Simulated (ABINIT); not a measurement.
The system is W.

```
W
1.0
    -1.58234    1.58234    1.58234
     1.58234   -1.58234    1.58234
     1.58234    1.58234   -1.58234
W
1
Cartesian
  0.0000 0.0000 0.0000
```

Base run:

```yaml
Program: ABINIT 10.8.3 (patched build)
Functional: AM05
Potentials_or_basis: JTH PAW PBE v2.0
Cutoff: 517 eV
k_mesh: 12 × 12 × 12
Occupations: fermi-dirac, width 0.05 eV
Spin: no spin polarisation
```

Its results: band gap on the k mesh none (metal or under the smearing width); pressure -4.2 GPa.

Question: After a change of settings the same cell gave: band gap on the k mesh none (metal or under the smearing width); pressure 6.1 GPa. Which change was it?
A. functional from AM05 to BLYP
B. functional from AM05 to PW91
C. functional from AM05 to revPBE
D. functional from AM05 to RPBE

Answer: B.

PW91 binds less tightly than AM05, so the same cell stands under more pressure.

Caveats: the PAW data sets were made with another functional, which shifts forces and pressure a little; spin-orbit coupling is left out, which moves the levels of the heavy elements.
